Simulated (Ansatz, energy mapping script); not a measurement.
# MnS in the zinc-blende structure: J from the energies of magnetic orders, part 3 of 3

Wanted: the magnetic order of MnS in the zinc-blende structure, its couplings and an estimate of its ordering temperature, by PBE+U (4 eV).

PBE with U = 4 eV on Mn d, ortho-atomic projectors; plane waves, U on orthogonalised atomic orbitals unless named otherwise, collinear spin, no spin–orbit coupling.

So far. Step 9 (Parallel start in cell C (6 atoms)): The run ends ferromagnetic. For each magnetic atom its energy differs from the parallel run of the first cell by 0.02 meV, an error that one common reference would have brought in. Step 10 (Uncompensated ++− start in cell C (6 atoms)): The run ends ferrimagnetic, 34.28 meV a magnetic atom below the parallel order of its cell.

## 11. Parallel start in cell D (6 atoms)

A new cell needs its own zero of energy.

This run holds the same structure in another cell (b 4.068 → 5.754 Å, c 9.966 → 7.047 Å, α 90.0 → 114.1°, β 90.0 → 106.8°, γ 120.0 → 90.0°).

File input.yaml:

```yaml
crystal:
  lattice:
    - [0.0, -2.876820651, -2.876820651]
    - [-5.753641302, 0.0, 0.0]
    - [2.876820651, 5.753641302, -2.876820651]
  atoms:
    - { symbol: Mn, position: [0.666666667, 0.666666667, 0.333333333], spin: 4.5 }
    - { symbol: Mn, position: [0.333333333, 0.333333333, 0.666666667], spin: 4.5 }
    - { symbol: Mn, position: [0.0, 0.0, 0.0], spin: 4.5 }
    - { symbol: S, position: [0.166666667, 0.416666667, 0.333333333] }
    - { symbol: S, position: [0.833333333, 0.083333333, 0.666666667] }
    - { symbol: S, position: [0.5, 0.75, 0.0] }
magnetization:
  spin_polarized: true
kpoints:
  mp_grid: { grid: [7, 7, 7] }
hamiltonian:
  xc: pbe
  hubbard:
    sites:
      - { species: Mn, l: d, u_eff: 4.0 }
      - { site: 0, l: d, u_eff: 4.0, starting_ns: [{ spin: up, occupation_matrix: mn1_major }, { spin: down, occupation_matrix: mn1_minor }] }
      - { site: 1, l: d, u_eff: 4.0, starting_ns: [{ spin: up, occupation_matrix: mn1_major }, { spin: down, occupation_matrix: mn1_minor }] }
      - { site: 2, l: d, u_eff: 4.0, starting_ns: [{ spin: up, occupation_matrix: mn1_major }, { spin: down, occupation_matrix: mn1_minor }] }
    projectors: ortho-atomic
    occupation_matrices:
      mn1_major:
        matrix:
          - [0.997, 0.0, 0.0, 0.0, 0.0]
          - [0.0, 0.995, 0.0, 0.0, 0.0]
          - [0.0, 0.0, 0.995, 0.0, 0.0]
          - [0.0, 0.0, 0.0, 0.997, 0.0]
          - [0.0, 0.0, 0.0, 0.0, 0.995]
      mn1_minor:
        matrix:
          - [0.022, 0.0, 0.0, 0.0, 0.0]
          - [0.0, 0.069, 0.0, 0.0, 0.0]
          - [0.0, 0.0, 0.069, 0.0, 0.0]
          - [0.0, 0.0, 0.0, 0.022, 0.0]
          - [0.0, 0.0, 0.0, 0.0, 0.069]
scf:
  occupations: { method: fermi_dirac, width: 0.05 }
output:
  eigenvalues: true
```

Launch:

```sh
ansatz run input.yaml --threads 4 --pin off --max-ram 8192MiB --backend cpu --events-out ev --progress --plain --runs-dir out
```

Numbers of over 12 decimals in the logs are rounded to 6 here.

What it wrote:

```text
[...]
Crystal: 6 atoms, lattice volume = 142.853 Å³
Basis set: ecut = 420 eV, 2811 PW (Γ)
Bands: 46, of which v1, the nominal top of the filled ones, is band 32 counted from 1 (31 counted from 0)
Symmetry: 12 space group operations
[...]
k-points: 64 of 343 (time reversal used)
[...]
Starting moments: Σ|m| = 13.5 μB on 3 of 6 sites
[...]
k-point 0 ↑: bands = [... 28 lower, 1.4671, 1.4671, 2.1340, 2.1340, 3.3243, 3.3243, 4.5916, 4.5916, ... 10 higher]
  k-point 1 ↑: bands = [... 28 lower, 1.2400, 1.5823, 2.1358, 2.4732, 3.3228, 3.5581, 4.2695, 4.9419, ... 10 higher]
  k-point 2 ↑: bands = [... 28 lower, 1.1707, 1.4153, 2.3749, 2.9558, 3.5507, 3.9860, 4.0179, 4.9368, ... 10 higher]
  k-point 63 ↓: bands = [... 28 lower, 8.9000, 9.1716, 9.1717, 9.2123, 9.2123, 9.6311, 9.6311, 9.8512, ... 10 higher]
Occupation matrices written to <dir>
[key lines of the parts left out:]
SCF converged after 13 iterations
Magnetization: 15.0000 μB (39.0000 up, 24.0000 down)
Free energy (F): -14403.550671 eV
Fermi energy:    6.710635 eV
```

Run time: 30 s. Hardware: 4 threads of Arm Neoverse V2, shared host; peak memory 0.91 GiB; 1.9 min of CPU time.

The run ends ferromagnetic. For each magnetic atom its energy differs from the parallel run of the first cell by -0.12 meV, an error that one common reference would have brought in.

## 12. Uncompensated ++− start in cell D (6 atoms)

This order reverses 6.67 of the 12 neighbours at 4.07 Å, 2.67 of the 6 neighbours at 5.75 Å and 8 of the 24 neighbours at 7.05 Å, counted for an average magnetic atom.

Changes to input.yaml since step 11:

```diff
@@ -8,3 +8,3 @@
     - { symbol: Mn, position: [0.333333333, 0.333333333, 0.666666667], spin: 4.5 }
-    - { symbol: Mn, position: [0.0, 0.0, 0.0], spin: 4.5 }
+    - { symbol: Mn, position: [0.0, 0.0, 0.0], spin: -4.5 }
     - { symbol: S, position: [0.166666667, 0.416666667, 0.333333333] }
@@ -23,3 +23,3 @@
       - { site: 1, l: d, u_eff: 4.0, starting_ns: [{ spin: up, occupation_matrix: mn1_major }, { spin: down, occupation_matrix: mn1_minor }] }
-      - { site: 2, l: d, u_eff: 4.0, starting_ns: [{ spin: up, occupation_matrix: mn1_major }, { spin: down, occupation_matrix: mn1_minor }] }
+      - { site: 2, l: d, u_eff: 4.0, starting_ns: [{ spin: up, occupation_matrix: mn1_minor }, { spin: down, occupation_matrix: mn1_major }] }
     projectors: ortho-atomic
```

What it wrote:

```text
[...]
Crystal: 6 atoms, lattice volume = 142.853 Å³
Basis set: ecut = 420 eV, 2811 PW (Γ)
Bands: 46, of which v1, the nominal top of the filled ones, is band 32 counted from 1 (31 counted from 0)
Symmetry: 4 space group operations
[...]
k-points: 64 of 343 (time reversal used)
[...]
Starting moments: Σ|m| = 13.5 μB on 3 of 6 sites
[...]
k-point 0 ↑: bands = [... 28 lower, 3.3616, 3.9055, 4.4312, 5.2956, 5.3279, 5.5564, 7.5429, 8.9977, ... 10 higher]
  k-point 1 ↑: bands = [... 28 lower, 3.4372, 3.8221, 4.5162, 5.0922, 5.2454, 5.5526, 7.8092, 8.9705, ... 10 higher]
  k-point 2 ↑: bands = [... 28 lower, 3.6393, 3.6831, 4.6311, 4.6591, 5.1034, 5.5430, 8.3628, 8.8314, ... 10 higher]
  k-point 63 ↓: bands = [... 28 lower, 4.4411, 8.5402, 8.5960, 8.9580, 8.9839, 9.1117, 9.2928, 9.4354, ... 10 higher]
Occupation matrices written to <dir>
[key lines of the parts left out:]
SCF converged after 14 iterations
Magnetization: 5.0000 μB (34.0000 up, 29.0000 down)
Free energy (F): -14403.718504 eV
Fermi energy:    6.607293 eV
```

Run time: 33 s. Hardware: 4 threads; peak memory 0.94 GiB.

The run ends ferrimagnetic, 55.94 meV a magnetic atom below the parallel order of its cell.

## 13. Parallel start in cell E (6 atoms)

A new cell needs its own zero of energy.

This run holds the same structure in another cell (b 5.754 → 4.068 Å, c 7.047 → 9.097 Å, α 114.1 → 102.9°, β 106.8 → 102.9°).

File input.yaml:

```yaml
crystal:
  lattice:
    - [0.0, 2.876820651, 2.876820651]
    - [0.0, 2.876820651, -2.876820651]
    - [-8.630461953, -2.876820651, 0.0]
  atoms:
    - { symbol: Mn, position: [0.0, 0.0, 0.0], spin: 4.5 }
    - { symbol: Mn, position: [0.333333333, 0.333333333, 0.666666667], spin: 4.5 }
    - { symbol: Mn, position: [0.666666667, 0.666666667, 0.333333333], spin: 4.5 }
    - { symbol: S, position: [0.416666667, 0.916666667, 0.833333333] }
    - { symbol: S, position: [0.75, 0.25, 0.5] }
    - { symbol: S, position: [0.083333333, 0.583333333, 0.166666667] }
magnetization:
  spin_polarized: true
kpoints:
  mp_grid: { grid: [7, 7, 7] }
hamiltonian:
  xc: pbe
  hubbard:
    sites:
      - { species: Mn, l: d, u_eff: 4.0 }
      - { site: 0, l: d, u_eff: 4.0, starting_ns: [{ spin: up, occupation_matrix: mn1_major }, { spin: down, occupation_matrix: mn1_minor }] }
      - { site: 1, l: d, u_eff: 4.0, starting_ns: [{ spin: up, occupation_matrix: mn1_major }, { spin: down, occupation_matrix: mn1_minor }] }
      - { site: 2, l: d, u_eff: 4.0, starting_ns: [{ spin: up, occupation_matrix: mn1_major }, { spin: down, occupation_matrix: mn1_minor }] }
    projectors: ortho-atomic
    occupation_matrices:
      mn1_major:
        matrix:
          - [0.997, 0.0, 0.0, 0.0, 0.0]
          - [0.0, 0.995, 0.0, 0.0, 0.0]
          - [0.0, 0.0, 0.995, 0.0, 0.0]
          - [0.0, 0.0, 0.0, 0.997, 0.0]
          - [0.0, 0.0, 0.0, 0.0, 0.995]
      mn1_minor:
        matrix:
          - [0.022, 0.0, 0.0, 0.0, 0.0]
          - [0.0, 0.069, 0.0, 0.0, 0.0]
          - [0.0, 0.0, 0.069, 0.0, 0.0]
          - [0.0, 0.0, 0.0, 0.022, 0.0]
          - [0.0, 0.0, 0.0, 0.0, 0.069]
scf:
  occupations: { method: fermi_dirac, width: 0.05 }
output:
  eigenvalues: true
```

What it wrote:

```text
[...]
Crystal: 6 atoms, lattice volume = 142.853 Å³
Basis set: ecut = 420 eV, 2785 PW (Γ)
Bands: 46, of which v1, the nominal top of the filled ones, is band 32 counted from 1 (31 counted from 0)
Symmetry: 24 space group operations
[...]
k-points: 40 of 343 (time reversal used)
[...]
Starting moments: Σ|m| = 13.5 μB on 3 of 6 sites
[...]
k-point 0 ↑: bands = [... 28 lower, 1.1541, 1.1541, 3.4137, 3.4137, 4.3979, 4.3979, 4.3979, 4.3979, ... 10 higher]
  k-point 1 ↑: bands = [... 28 lower, 1.1323, 1.1725, 3.0402, 3.8130, 4.1504, 4.1504, 4.6905, 4.6905, ... 10 higher]
  k-point 2 ↑: bands = [... 28 lower, 1.1580, 1.1858, 2.7256, 3.9689, 3.9689, 4.2225, 5.0068, 5.0068, ... 10 higher]
  k-point 39 ↓: bands = [... 28 lower, 8.8287, 8.9467, 9.2506, 9.2506, 9.3854, 9.3855, 9.5151, 9.5636, ... 10 higher]
Occupation matrices written to <dir>
[key lines of the parts left out:]
SCF converged after 13 iterations
Magnetization: 15.0000 μB (39.0000 up, 24.0000 down)
Free energy (F): -14403.550541 eV
Fermi energy:    6.711713 eV
```

Wall time 20 s (4 threads); peak memory 0.7 GiB; 73 s of CPU time.

The run ends ferromagnetic. For each magnetic atom its energy differs from the parallel run of the first cell by -0.08 meV, an error that one common reference would have brought in.

## 14. Run 10 (uncompensated ++−; cell E, 6 atoms)

This order reverses 5.33 of the 12 neighbours at 4.07 Å, 1.33 of the 6 neighbours at 5.75 Å and 16 of the 24 neighbours at 7.05 Å, counted for an average magnetic atom.

Changes to input.yaml since step 13:

```diff
@@ -8,3 +8,3 @@
     - { symbol: Mn, position: [0.333333333, 0.333333333, 0.666666667], spin: 4.5 }
-    - { symbol: Mn, position: [0.666666667, 0.666666667, 0.333333333], spin: 4.5 }
+    - { symbol: Mn, position: [0.666666667, 0.666666667, 0.333333333], spin: -4.5 }
     - { symbol: S, position: [0.416666667, 0.916666667, 0.833333333] }
@@ -23,3 +23,3 @@
       - { site: 1, l: d, u_eff: 4.0, starting_ns: [{ spin: up, occupation_matrix: mn1_major }, { spin: down, occupation_matrix: mn1_minor }] }
-      - { site: 2, l: d, u_eff: 4.0, starting_ns: [{ spin: up, occupation_matrix: mn1_major }, { spin: down, occupation_matrix: mn1_minor }] }
+      - { site: 2, l: d, u_eff: 4.0, starting_ns: [{ spin: up, occupation_matrix: mn1_minor }, { spin: down, occupation_matrix: mn1_major }] }
     projectors: ortho-atomic
```

What it wrote:

```text
[...]
Crystal: 6 atoms, lattice volume = 142.853 Å³
Basis set: ecut = 420 eV, 2785 PW (Γ)
Bands: 46, of which v1, the nominal top of the filled ones, is band 32 counted from 1 (31 counted from 0)
Symmetry: 8 space group operations
[...]
k-points: 40 of 343 (time reversal used)
[...]
Starting moments: Σ|m| = 13.5 μB on 3 of 6 sites
[...]
k-point 0 ↑: bands = [... 28 lower, 3.5722, 4.4649, 4.4649, 5.4060, 5.5536, 5.5536, 7.5213, 8.9006, ... 10 higher]
  k-point 1 ↑: bands = [... 28 lower, 3.5609, 4.4828, 4.4828, 5.3063, 5.5470, 5.5470, 7.6651, 8.8848, ... 10 higher]
  k-point 2 ↑: bands = [... 28 lower, 3.5849, 4.5226, 4.5226, 5.0917, 5.5314, 5.5314, 7.9983, 8.8435, ... 10 higher]
  k-point 39 ↓: bands = [... 28 lower, 3.8571, 7.9700, 8.4889, 8.5934, 8.7988, 9.0184, 9.2395, 9.2690, ... 10 higher]
Occupation matrices written to <dir>
[key lines of the parts left out:]
SCF converged after 14 iterations
Magnetization: 5.0000 μB (34.0000 up, 29.0000 down)
Free energy (F): -14403.685137 eV
Fermi energy:    6.612337 eV
```

Run time: 22 s. Hardware: 4 threads; peak memory 0.73 GiB.

The run ends ferrimagnetic, 44.87 meV a magnetic atom below the parallel order of its cell.

## 15. From energies to couplings

Each energy difference is a sum of couplings weighted by the pairs that the order reverses. A few near shells are fitted to the differences by least squares. Energies are those extrapolated to zero occupation width, not the free energies F.

The orders that converged (zero: parallel moments in the same cell):

```csv
order,atoms,energy (meV a magnetic atom),moments (μB),moments kept as typed,"opposed neighbours at 4.07, 5.75, 7.05 Å"
parallel in cell A,4,0.00,4.43,yes,"0, 0, 0"
compensated +− in cell A,4,-50.64,4.39,yes,"6, 6, 12"
parallel in cell B,4,0.00,4.43,yes,"0, 0, 0"
compensated +− in cell B,4,-65.98,4.37,yes,"8, 0, 16"
parallel in cell C,6,0.00,4.43,yes,"0, 0, 0"
uncompensated ++− in cell C,6,-34.28,4.39 to 4.41,yes,"4, 4, 12"
parallel in cell D,6,0.00,4.43,yes,"0, 0, 0"
uncompensated ++− in cell D,6,-55.94,4.36 to 4.40,yes,"6.67, 2.67, 8"
parallel in cell E,6,0.00,4.43,yes,"0, 0, 0"
uncompensated ++− in cell E,6,-44.87,4.37 to 4.40,yes,"5.33, 1.33, 16"
```

Couplings from the energies, with E = −Σ J e·e over ordered pairs:

```csv
pair,distance (Å),neighbours,J (meV)
Mn–Mn,4.07,12,-4.11
Mn–Mn,5.75,6,-0.105
Mn–Mn,7.05,24,-0.0175
```

Adding the shell at 8.14 Å gives -4.1, -0.098, -0.015 and -0.046 meV and a mean-field temperature of 126 K.

In mean field these couplings order at 124 K, and give a Curie–Weiss temperature of -389 K.

## 16. Finite temperature

Mean field ignores fluctuations and overstates the ordering temperature, so the model is also sampled. The heat capacity peaks where order sets in.

Classical unit spins with these couplings on 8×8×4 copies of a cell that holds the lowest order (512 spins), heat-bath sweeps, cooled from random directions, 1009 sweeps to settle and 3027 measured at each temperature, averaged over 4 runs.

```csv
T (K),order along the lowest pattern,net moment,heat capacity (k_B a spin)
14.9,0.14,0.01,1.01
25.5,0.14,0.01,1.10
41.4,0.18,0.01,1.77
52.0,0.11,0.01,1.11
62.6,0.09,0.01,0.83
78.5,0.08,0.02,0.68
89.1,0.07,0.02,0.58
99.7,0.07,0.02,0.48
110,0.07,0.02,0.43
126,0.06,0.02,0.36
137,0.06,0.02,0.33
```

The smoothed heat capacity peaks at 39.7 K. The order column follows one pattern alone; equivalent domains or another pattern share the rest.

## 17. Results

```yaml
lowest_order_tried: compensated +− in cell B
largest_fitted_value_mn_mn_at_4p07_a: -4.11 meV
ordering_temperature_mean_field: 124 K
heat_capacity_peak_monte_carlo: 39.7 K
```

Of the orders tried, MnS in the zinc-blende structure prefers the order “compensated +− in cell B” under PBE+U (4 eV), with 8 of 12 neighbours at 4.07 Å, 0 of 6 neighbours at 5.75 Å and 16 of 24 neighbours at 7.05 Å opposed, and the heat capacity of the fitted model peaks near 40 K (Monte Carlo, classical spins). The model's best pattern is not among the orders that were run. The largest fitted coupling is the Mn–Mn pair at 4.07 Å, antiferromagnetic at -4.1 meV, across a ligand at about 109°. The orders also reverse pairs at 8.14 Å, which are not fitted, so the fitted values hold their part too. With 5 differences for 3 couplings the fit misses by 0.35 meV at most, a small part of the spread. In the fitted orders moments change by up to 1.6 % against the parallel run of the same cell, so their size stays put. Monte Carlo puts the peak at 0.32 of the mean-field temperature, low enough to point to frustration or weakly coupled layers or chains. In tests on simple cubic and body-centred models such peaks lay 5 to 6 % under the bulk value. On cooling, the order along the one computed pattern stays at or under 0.18: the model settles in an equivalent domain, a degenerate mixture or another order. The Curie–Weiss temperature is 9.8 times the peak temperature in size, a mark of frustration. The parallel order holds 5 μB a magnetic atom, spin 2.5; the common factor (S+1)/S would raise the classical 39.7 K to 55.6 K, a correction that often overshoots. The cell was built from a prototype and relaxed; a distortion that needs a larger cell, or another structure that the compound may prefer, is not captured.

[Logs and program files are shortened in this print: banners, set-up blocks, solver, clock and traceback lines can be left out without a mark of their own.]

[Logs are printed without paths, hosts, clocks, repeated set-up lines and the standing remarks that a program may print on its own settings, such as how far it seeks lower states.]

[Hosts, paths, dates, database ids (printed as entryN), source tags and the programs' standing remarks are cut or masked in the printed files.]

[Where a cell is said to come from a database of computed structures, the database is the Materials Project.]
